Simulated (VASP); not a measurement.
# TePb (Fm-3m) in VASP: further runs

TePb is run at these levels: r2SCAN; tasks: single point, relaxation of cell and atoms.

Program: VASP 6.6.1. These are calculated values, not measurements. Logs are shortened: lines on timing, memory, paths and dates and some standing lists are left out, and cuts for length are marked.

**Experimental background.**

A printed reference work, monograph reports, for a bulk crystal of TePb at 4.2 K: band gap 0.19 eV (direct).

How close the calculation comes is told below.

## 1. The cell of the first run

It takes space group Fm-3m (No. 225, cubic). Conventional cell: a = 6.507 Å, b = 6.507 Å, c = 6.507 Å, α = 90.00°, β = 90.00°, γ = 90.00°. Te (site symmetry m-3m) has 6 Pb at 3.25 Å within 4.3 Å. Within 4.3 Å of Pb (site symmetry m-3m) lie 6 Te at 3.25 Å.

## 2. Single point, r2SCAN

POSCAR

```
TePb
1.0
    0.0000000000      3.2534786206      3.2534786206
    3.2534786206      0.0000000000      3.2534786206
    3.2534786206      3.2534786206      0.0000000000
Te Pb
1 1
Direct
    0.5000000000      0.5000000000      0.5000000000
    0.0000000000      0.0000000000      0.0000000000
```

INCAR.step1

```
SYSTEM = TePb
  ALGO = Normal
  EDIFF = 1E-5
  ENCUT = 550
  GGA = PE
  GGA_COMPAT = .FALSE.
  ISMEAR = 0
  LASPH = .TRUE.
  LCHARG = .FALSE.
  LREAL = .FALSE.
  LWAVE = .TRUE.
  NBANDS = 17
  NELM = 120
  PREC = Accurate
  SIGMA = 0.1
```

INCAR.step2

```
SYSTEM = TePb
  ALGO = Normal
  EDIFF = 1E-6
  ENCUT = 550
  GGA_COMPAT = .FALSE.
  ISIF = 2
  ISMEAR = 0
  ISTART = 1
  LASPH = .TRUE.
  LCHARG = .FALSE.
  LMIXTAU = .TRUE.
  LREAL = .FALSE.
  LWAVE = .FALSE.
  METAGGA = R2SCAN
  NBANDS = 17
  NELM = 120
  PREC = Accurate
  SIGMA = 0.1
```

KPOINTS

```
k-points
0
G
  6 6 6
  0 0 0
```

Potentials or basis: VASP PAW PBE potentials, release 64 (Te, Pb_d).

Launch:

```sh
cat potpaw_PBE.64/Te/POTCAR potpaw_PBE.64/Pb_d/POTCAR > POTCAR
cp INCAR.step1 INCAR
mpirun -np 1 vasp_std > vasp.out
cp INCAR.step2 INCAR
mpirun -np 1 vasp_std > vasp.out
```

OUTCAR:

```text
SYSTEM = TePb
   EDIFF = 1E-6
   ENCUT = 550
   ISIF = 2
   ISMEAR = 0
   ISTART = 1
   LASPH = .TRUE.
   LREAL = .FALSE.
   METAGGA = R2SCAN
   NELM = 120
   PREC = Accurate

 ion  position               nearest neighbor table
   1  0.500  0.500  0.500-   2 3.25   2 3.25   2 3.25   2 3.25   2 3.25   2 3.25
   2  0.000  0.000  0.000-   1 3.25   1 3.25   1 3.25   1 3.25   1 3.25   1 3.25

  LATTYP: Found a face centered cubic cell.
 ALAT       =     6.5069572412

  Lattice vectors:

 A1 = (   0.0000000000,   3.2534786206,   3.2534786206)
 A2 = (   3.2534786206,   0.0000000000,   3.2534786206)
 A3 = (   3.2534786206,   3.2534786206,   0.0000000000)

Analysis of symmetry for initial positions (statically):
=====================================================================
 Subroutine PRICEL returns:
 Original cell was already a primitive cell.

 Routine SETGRP: Setting up the symmetry group for a
 face centered cubic supercell.

 Subroutine GETGRP returns: Found 48 space group operations
 (whereof 48 operations were pure point group operations)
 out of a pool of 48 trial point group operations.

The static configuration has the point symmetry O_h .

Analysis of symmetry for dynamics (positions and initial velocities):
=====================================================================
 Subroutine PRICEL returns:
 Original cell was already a primitive cell.

 Routine SETGRP: Setting up the symmetry group for a
 face centered cubic supercell.

 Subroutine GETGRP returns: Found 48 space group operations
 (whereof 48 operations were pure point group operations)
 out of a pool of 48 trial point group operations.

The dynamic configuration has the point symmetry O_h .

 Subroutine INISYM returns: Found 48 space group operations
 (whereof 48 operations are pure point group operations),
 and found     1 'primitive' translations

----------------------------------------------------------------------------------------

                                     Primitive cell

  volume of cell :      68.8769

  direct lattice vectors                    reciprocal lattice vectors
     0.000000000  3.253478621  3.253478621    -0.153681661  0.153681661  0.153681661
     3.253478621  0.000000000  3.253478621     0.153681661 -0.153681661  0.153681661
     3.253478621  3.253478621  0.000000000     0.153681661  0.153681661 -0.153681661

  length of vectors
     4.601113590  4.601113590  4.601113590     0.266184446  0.266184446  0.266184446

  position of ions in fractional coordinates (direct lattice)
     0.500000000  0.500000000  0.500000000
     0.000000000  0.000000000  0.000000000

  ion indices of the primitive-cell ions
   primitive index   ion index
                 1           1
                 2           2

----------------------------------------------------------------------------------------

 KPOINTS: k-points

Automatic generation of k-mesh.
 Grid dimensions read from file:
 generate k-points for:    6    6    6

 Generating k-lattice:

  Cartesian coordinates                     Fractional coordinates (reciprocal lattice)
    -0.025613610  0.025613610  0.025613610     0.166666667  0.000000000  0.000000000
     0.025613610 -0.025613610  0.025613610     0.000000000  0.166666667  0.000000000
     0.025613610  0.025613610 -0.025613610     0.000000000  0.000000000  0.166666667

  Length of vectors
     0.044364074  0.044364074  0.044364074

  Shift w.r.t. Gamma in fractional coordinates (k-lattice)
     0.000000000  0.000000000  0.000000000

 Subroutine IBZKPT returns following result:
 ===========================================

 Found     16 irreducible k-points:

 Following reciprocal coordinates:
            Coordinates               Weight
  0.000000  0.000000  0.000000      1.000000
  0.166667  0.000000  0.000000      8.000000
  0.333333  0.000000  0.000000      8.000000
  0.500000  0.000000  0.000000      4.000000
  0.166667  0.166667  0.000000      6.000000
  0.333333  0.166667  0.000000     24.000000
[... 8 lines left out ...]
 -0.333333  0.333333  0.166667     24.000000
 -0.333333  0.500000  0.166667     12.000000
   k-points           NKPTS =     16   k-points in BZ     NKDIM =     16   number of bands    NBANDS=     17
   number of dos      NEDOS =    301   number of ions     NIONS =      2
   total plane-waves  NPLWV =  46656
   dimension x,y,z NGX =    36 NGY =   36 NGZ =   36
   dimension x,y,z NGXF=    72 NGYF=   72 NGZF=   72
   ions per type =               1   1
   NGX,Y,Z   is equivalent  to a cutoff of  13.01, 13.01, 13.01 a.u.
   NGXF,Y,Z  is equivalent  to a cutoff of  26.01, 26.01, 26.01 a.u.
 SYSTEM =  TePb
   PREC   = accura    normal or accurate (medium, high low for compatibility)
   ISTART =      1    job   : 0-new  1-cont  2-samecut
   ICHARG =      0    charge: 1-file 2-atom 10-const
   ISPIN  =      1    spin polarized calculation?
   LNONCOLLINEAR =      F non collinear calculations
   LSORBIT =      F    spin-orbit coupling
   LASPH  =      T    aspherical Exc in radial PAW
   ENCUT  =  550.0 eV  40.42 Ry    6.36 a.u.   8.80  8.80  8.80*2*pi/ulx,y,z
   NELM   =    120;   NELMIN=  2; NELMDL=  0     # of ELM steps
   EDIFF  = 0.1E-05   stopping-criterion for ELM
   LREAL  =      F    real-space projection
   EDIFFG = 0.1E-04   stopping-criterion for IOM
   NSW    =      0    number of steps for IOM
   IBRION =     -1    ionic relax: 0-MD 1-quasi-New 2-CG
   NFREE  =      0    steps in history (QN), initial steepest desc. (CG)
   ISIF   =      2    stress and relaxation
   ISYM   =      2    0-nonsym 1-usesym 2-fastsym
   POTIM  = 0.5000    time-step for ionic-motion
   TEBEG  =    0.0;   TEEND  =   0.0 temperature during run
   PSTRESS=    0.0 pullay stress
   NELECT =      20.0000    total number of electrons
   NUPDOWN=      -1.0000    fix difference up-down
   EMIN   =  10.00;   EMAX   =-10.00  energy-range for DOS
   EFERMI =   0.00;   METHOD = LEGACY
   ISMEAR =     0;   SIGMA  =   0.10  broadening in eV -4-tet -1-fermi 0-gaus
   EFERMI_NEDOS =   21; number of points for ismear=-14 and -15
   IALGO  =     38    algorithm
   IMIX   =      4    mixing-type and parameters
     AMIX     =   0.40;   BMIX     =  1.00
     AMIX_MAG =   1.60;   BMIX_MAG =  1.00
  volume/ion in A,a.u.               =      34.44       232.40
  Fermi-wavevector in a.u.,A,eV,Ry     =   1.084077  2.048609 15.989884  1.175223
  Thomas-Fermi vector in A             =   2.220159
   LORBIT       =      0    0 simple, 1 ext, 2 COOP (PROOUT), +10 PAW based schemes
   METAGGA = R2SCAN    functional components
   LHFCALC =     F    Hartree Fock is set to
   AEXX    =    0.0000 exact exchange contribution
   IVDW    =     0    specifies the selected vdW correction
   LEPSILON=     F    determine dielectric tensor
   LRPA    =     F    only Hartree local field effects (RPA)
 non-spin polarized calculation
 Gauss-broadening in eV      SIGMA  =   0.10
  energy-cutoff  :      550.00
  volume of cell :       68.88
 maximum number of plane-waves:      2044
   NGX = 17   NGY = 17   NGZ = 17

 number of electron      20.0000003 magnetization

 Free energy of the ion-electron system (eV)
  ---------------------------------------------------
  ext. energy  EPLUGINS =         0.00000000
  ---------------------------------------------------
  free energy    TOTEN  =       -82.70470188 eV

  energy without entropy =      -82.70470188  energy(sigma->0) =      -82.70470188

 E-fermi :   5.7106     XC(G=0):  -9.7160

 val. band max:        5.2397874700   @ k =   0.5000   0.0000   0.0000
 cond. band min:       6.3061346412   @ k =   0.5000   0.0000   0.0000
 fundamental gap:      1.0663471712
 Fermi energy:         5.7106473875

 k-point     1 :       0.0000    0.0000    0.0000
  band No.  band energies     occupation
      1     -12.0998      2.00000
      2     -12.0998      2.00000
      3     -12.0895      2.00000
      4     -12.0895      2.00000
      5     -12.0895      2.00000
      6      -7.0963      2.00000
[... 9 lines left out ...]
     16      11.4722      0.00000
     17      13.1343      0.00000

 k-point     2 :       0.1667    0.0000    0.0000
  band No.  band energies     occupation
      1     -12.1031      2.00000
      2     -12.1031      2.00000
      3     -12.0888      2.00000
      4     -12.0860      2.00000
      5     -12.0860      2.00000
      6      -6.8550      2.00000
[... 9 lines left out ...]
     16      11.9879      0.00000
     17      14.7765      0.00000

 k-point     3 :       0.3333    0.0000    0.0000
  band No.  band energies     occupation
      1     -12.1107      2.00000
      2     -12.1107      2.00000
      3     -12.0877      2.00000
      4     -12.0778      2.00000
      5     -12.0778      2.00000
      6      -6.1978      2.00000
[... 9 lines left out ...]
     16      13.3751      0.00000
     17      16.7321      0.00000

 k-point     4 :       0.5000    0.0000    0.0000
  band No.  band energies     occupation
      1     -12.1147      2.00000
      2     -12.1147      2.00000
      3     -12.0872      2.00000
      4     -12.0736      2.00000
      5     -12.0736      2.00000
      6      -5.6399      2.00000
[... 9 lines left out ...]
     16      14.9485      0.00000
     17      14.9485      0.00000
[... 183 lines left out ...]
      1     -12.1332      2.00000
      2     -12.1020      2.00000
      3     -12.0892      2.00000
      4     -12.0754      2.00000
      5     -12.0721      2.00000
      6      -5.7240      2.00000
[... 9 lines left out ...]
     16      14.8022      0.00000
     17      15.3460      0.00000

 k-point    15 :      -0.3333    0.3333    0.1667
  band No.  band energies     occupation
      1     -12.1364      2.00000
      2     -12.1050      2.00000
      3     -12.0828      2.00000
      4     -12.0806      2.00000
      5     -12.0688      2.00000
      6      -5.3413      2.00000
[... 9 lines left out ...]
     16      15.9900      0.00000
     17      16.3145      0.00000

 k-point    16 :      -0.3333    0.5000    0.1667
  band No.  band energies     occupation
      1     -12.1493      2.00000
      2     -12.0981      2.00000
      3     -12.0906      2.00000
      4     -12.0742      2.00000
      5     -12.0656      2.00000
      6      -5.2747      2.00000
[... 9 lines left out ...]
     16      16.4445      0.00000
     17      17.3091      0.00000

------------------------ aborting loop because EDIFF is reached ----------------------------------------

  FORCE on cell =-STRESS in cart. coord.  units (eV):
  Direction    XX          YY          ZZ          XY          YZ          ZX
  --------------------------------------------------------------------------------------
  -------------------------------------------------------------------------------------
  Total        0.2439367      0.2439367      0.2439367      0.0000000      0.0000000     -0.0000000
  in kB        5.6743207      5.6743207      5.6743207      0.0000000      0.0000000     -0.0000000
  external PRESSURE =       5.6743207 kB  Pullay stress =       0.0000000 kB

 VOLUME and BASIS-vectors are now :
 -----------------------------------------------------------------------------
  energy-cutoff  :      550.00
  volume of cell :       68.88
      direct lattice vectors                 reciprocal lattice vectors
     0.000000000  3.253478621  3.253478621    -0.153681661  0.153681661  0.153681661
     3.253478621  0.000000000  3.253478621     0.153681661 -0.153681661  0.153681661
     3.253478621  3.253478621  0.000000000     0.153681661  0.153681661 -0.153681661

 POSITION                                       TOTAL-FORCE (eV/Angst)
 -----------------------------------------------------------------------------------
      3.25348      3.25348      3.25348        -0.000000     -0.000000     -0.000000
      0.00000      0.00000      0.00000         0.000000      0.000000      0.000000
 -----------------------------------------------------------------------------------
    total drift:                               -0.000000      0.000000      0.000000

  FREE ENERGIE OF THE ION-ELECTRON SYSTEM (eV)
  ---------------------------------------------------
  free  energy   TOTEN  =       -82.7047018775 eV

  energy  without entropy=      -82.7047018775  energy(sigma->0) =      -82.70470188
```

Run time: 1.9 min. Hardware: 1 thread of Intel Xeon 6975P-C, shared host; peak memory 0.22 GiB.

What came out:

| Quantity | Value |
| --- | --- |
| Free energy | -82.7047 eV |
| Pressure | 0.6 GPa |
| Band gap on the k mesh | 1.07 eV, direct |

Levels at points of the mesh, in eV from the valence-band top:
```csv
k point,band 6,band 7,band 8,band 9,band 10,band 11,band 12,band 13,band 14,band 15
"(0.00, 0.00, 0.00)",-12.34,-5.69,-1.41,-1.41,-1.41,4.33,4.33,4.33,6.23,6.23
"(0.50, 0.00, 0.00)",-10.88,-8.78,-0.95,-0.95,0.00,1.07,1.47,1.47,8.92,9.64
"(0.50, 0.50, 0.00)",-10.63,-7.47,-4.52,-2.84,-2.84,3.68,5.75,5.75,7.05,10.49
```

Caveat: the PAW data sets were made with another functional, which shifts forces and pressure a little; spin-orbit coupling is left out, which moves the levels of the heavy elements. A k mesh can miss the band edges.

## 3. Single point, r2SCAN

This run uses another cell than the first one, of 34.22 Å³/atom, 0.994 times its volume.

POSCAR

```
TePb
1.0
    0.0000000000      3.2465014325      3.2465014325
    3.2465014325      0.0000000000      3.2465014325
    3.2465014325      3.2465014325      0.0000000000
Te Pb
1 1
Direct
    0.5000000000      0.5000000000      0.5000000000
    0.0000000000      0.0000000000      0.0000000000
```

INCAR.step1

```
SYSTEM = TePb
PREC     = Accurate       ! precision mode
ENCUT    = 550            ! plane-wave cutoff, eV
ISMEAR   = 0              ! smearing method
SIGMA    = 0.01           ! smearing width, eV
LREAL    = .False.        ! projectors in reciprocal space
LASPH    = .True.         ! aspherical terms in the spheres
NELM     = 120            ! most SCF steps
NBANDS   = 17             ! bands
GGA      = PE             ! functional
ALGO     = Normal         ! electronic algorithm
EDIFF    = 1E-5           ! SCF threshold, eV
LWAVE    = .True.         ! write WAVECAR
LCHARG   = .False.        ! write CHGCAR
GGA_COMPAT= .False.
```

INCAR.step2

```
SYSTEM = TePb
PREC     = Accurate       ! precision mode
ENCUT    = 550            ! plane-wave cutoff, eV
EDIFF    = 1E-6           ! SCF threshold, eV
ISMEAR   = 0              ! smearing method
SIGMA    = 0.01           ! smearing width, eV
LREAL    = .False.        ! projectors in reciprocal space
LASPH    = .True.         ! aspherical terms in the spheres
NELM     = 120            ! most SCF steps
ALGO     = Normal         ! electronic algorithm
ISIF     = 2              ! what is computed and relaxed
LWAVE    = .False.        ! write WAVECAR
LCHARG   = .False.        ! write CHGCAR
METAGGA  = R2SCAN         ! meta-GGA
LMIXTAU  = .True.       
NBANDS   = 17             ! bands
ISTART   = 1            
GGA_COMPAT= .False.
```

KPOINTS

```
regular mesh
0
Gamma
  8 8 8
  0 0 0
```

Potentials or basis: VASP PAW PBE potentials, release 64 (Te, Pb_d).

Launch:

```sh
cat potpaw_PBE.64/Te/POTCAR potpaw_PBE.64/Pb_d/POTCAR > POTCAR
cp INCAR.step1 INCAR
mpirun -np 1 vasp_std > vasp.out
cp INCAR.step2 INCAR
mpirun -np 1 vasp_std > vasp.out
```

Wall time 2.6 min (1 thread of Intel Xeon 6975P-C, shared host); peak memory 0.23 GiB.

The run converged. Its results:

* Free energy: -82.7025 eV
* Pressure: 0.8 GPa
* Band gap on the k mesh: 1.05 eV, direct

Levels at points of the mesh, in eV from the valence-band top:
| k point | band 8 | band 9 | band 10 | band 11 | band 12 | band 13 |
| --- | --- | --- | --- | --- | --- | --- |
| (0.00, 0.00, 0.00) | -1.44 | -1.44 | -1.44 | 4.33 | 4.33 | 4.33 |
| (0.50, 0.00, 0.00) | -0.97 | -0.97 | 0.00 | 1.05 | 1.45 | 1.45 |
| (0.50, 0.50, 0.00) | -4.57 | -2.88 | -2.88 | 3.65 | 5.77 | 5.77 |

Caveat: the PAW data sets were made with another functional, which shifts forces and pressure a little; spin-orbit coupling is left out, which moves the levels of the heavy elements. A k mesh can miss the band edges.

## 4. Single point, r2SCAN

This run uses another cell than the first one, of 34.22 Å³/atom, 0.994 times its volume.

POSCAR is that of step 3.

INCAR.step1

```
PREC     = Accurate       # precision mode
ENCUT    = 550            # plane-wave cutoff, eV
ISMEAR   = 0              # smearing method
SIGMA    = 0.02           # smearing width, eV
LREAL    = False          # projectors in reciprocal space
LASPH    = True           # aspherical terms in the spheres
NELM     = 120            # most SCF steps
NBANDS   = 17             # bands
GGA      = PE             # functional
ALGO     = Normal         # electronic algorithm
EDIFF    = 1E-5           # SCF threshold, eV
LWAVE    = True           # write WAVECAR
LCHARG   = False          # write CHGCAR
GGA_COMPAT= False
```

INCAR.step2

```
PREC     = Accurate       # precision mode
ENCUT    = 550            # plane-wave cutoff, eV
EDIFF    = 1E-6           # SCF threshold, eV
ISMEAR   = 0              # smearing method
SIGMA    = 0.02           # smearing width, eV
LREAL    = False          # projectors in reciprocal space
LASPH    = True           # aspherical terms in the spheres
NELM     = 120            # most SCF steps
ALGO     = Normal         # electronic algorithm
ISIF     = 2              # what is computed and relaxed
LWAVE    = False          # write WAVECAR
LCHARG   = False          # write CHGCAR
METAGGA  = R2SCAN         # meta-GGA
LMIXTAU  = True         
NBANDS   = 17             # bands
ISTART   = 1            
GGA_COMPAT= False
```

KPOINTS

```
regular mesh
0
Gamma
  8 8 8
```

Launch:

```sh
cat potpaw_PBE.64/Te/POTCAR potpaw_PBE.64/Pb_d/POTCAR > POTCAR
cp INCAR.step1 INCAR
mpirun -np 1 vasp_std > vasp.out
cp INCAR.step2 INCAR
mpirun -np 1 vasp_std > vasp.out
```

Wall time 2.3 min (1 thread of Intel Xeon 6975P-C, shared host); peak memory 0.24 GiB.

It converged, with:

```yaml
Free_energy: -82.7025 eV
Pressure: 0.8 GPa
Band_gap_on_the_k_mesh: 1.05 eV, direct
```

Levels at points of the mesh, in eV from the valence-band top:
| k point | band 8 | band 9 | band 10 | band 11 | band 12 | band 13 |
| --- | --- | --- | --- | --- | --- | --- |
| (0.00, 0.00, 0.00) | -1.44 | -1.44 | -1.44 | 4.33 | 4.33 | 4.33 |
| (0.50, 0.00, 0.00) | -0.97 | -0.97 | 0.00 | 1.05 | 1.45 | 1.45 |
| (0.50, 0.50, 0.00) | -4.57 | -2.88 | -2.88 | 3.65 | 5.77 | 5.77 |

Caveat: the PAW data sets were made with another functional, which shifts forces and pressure a little; spin-orbit coupling is left out, which moves the levels of the heavy elements.

[end of part 1 of 2]
